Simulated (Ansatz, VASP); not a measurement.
Given: the input of a run of Ansatz 0.2.0 on BaTiO3.

The input input.yaml:

```yaml
crystal:
  lattice:
    - [3.945742022, 0.0, 0.0]
    - [0.0, 3.945742022, 0.0]
    - [0.0, 0.0, 3.9636960459]
  atoms:
    - { symbol: Ba, position: [0.0, 0.0, 0.0] }
    - { symbol: Ti, position: [0.5, 0.5, 0.49] }
    - { symbol: O, position: [0.0, 0.5, 0.517] }
    - { symbol: O, position: [0.5, 0.0, 0.517] }
    - { symbol: O, position: [0.5, 0.5, 0.019] }
hamiltonian:
  xc: pbe
  pseudopotentials: { kind: paw, core: small }
kpoints:
  mp_grid: { grid: [7, 7, 7] }
scf:
  occupations: { method: fermi_dirac, width: 0.05 }
output:
  forces: true
  stress: true
  eigenvalues: true
```

Potentials or basis: Ansatz PAW.

Command:

```bash
$ ansatz run input.yaml --threads 2 --pin off --max-ram 5120MiB --backend cpu --events-out ev --progress --plain --runs-dir out
```

Translate it to VASP 6.6.1. Potentials there: VASP PAW PBE potentials, release 64 (Ba_sv, Ti_sv, O).

As run (the cutoff follows the program's own potentials):

The input INCAR:

```
ALGO     = Normal         # electronic algorithm
EDIFF    = 1E-6           # SCF threshold, eV
ENCUT    = 520            # plane-wave cutoff, eV
GGA      = PE             # functional
ISIF     = 2              # what is computed and relaxed
ISMEAR   = -1             # smearing method
LASPH    = T              # aspherical terms in the spheres
LCHARG   = F              # write CHGCAR
LREAL    = F              # projectors in reciprocal space
LWAVE    = F              # write WAVECAR
NBANDS   = 28             # bands
NELM     = 80             # most SCF steps
PREC     = Accurate       # precision mode
SIGMA    = 0.05           # smearing width, eV
```

KPOINTS

```
k-points
0
Gamma
  7 7 7
```

The input POSCAR:

```
BaTiO3
1.0
    3.9457420220      0.0000000000      0.0000000000
    0.0000000000      3.9457420220      0.0000000000
    0.0000000000      0.0000000000      3.9636960459
Ba Ti O
1 1 3
Direct
    0.0000000000      0.0000000000      0.0000000000
    0.5000000000      0.5000000000      0.4900000000
    0.0000000000      0.5000000000      0.5170000000
    0.5000000000      0.0000000000      0.5170000000
    0.5000000000      0.5000000000      0.0190000000
```

Potentials or basis: VASP PAW PBE potentials, release 64 (Ba_sv, Ti_sv, O).

Command:

```bash
$ cat potpaw_PBE.64/Ba_sv/POTCAR potpaw_PBE.64/Ti_sv/POTCAR potpaw_PBE.64/O/POTCAR > POTCAR
$ mpirun -np 1 vasp_std > vasp.out
```

Both were run:

|  | VASP | Ansatz | Ansatz less VASP |
| --- | --- | --- | --- |
| gap on the k mesh at the Fermi level (eV) | 1.95 | 2.02 | +0.071 |
| least direct gap on the mesh (eV) | 2.11 | 2.14 | +0.028 |
| pressure (GPa) | 12.2 | 10.1 | -2.08 |
| largest component of the traceless stress (GPa) | 0.74 | 0.70 | -0.039 |
| rms of the force components (eV/Å) | 0.054 | 0.042 | -0.0119 |

Atom by atom the forces differ by 0.018 eV/Å (rms over components). The functional is the same, so the differences come from potentials, cutoffs and numerics.

Caveats: spin-orbit coupling is left out, which moves the levels of the heavy elements; an odd mesh through Γ misses points on the zone boundary, where band edges often lie (VASP); odd divisions of the mesh miss points on the zone boundary, where band edges often lie, so the gap on the mesh can be too wide (Ansatz); the pressure holds a Pulay correction of +0.6 GPa for the finite cutoff (Ansatz).
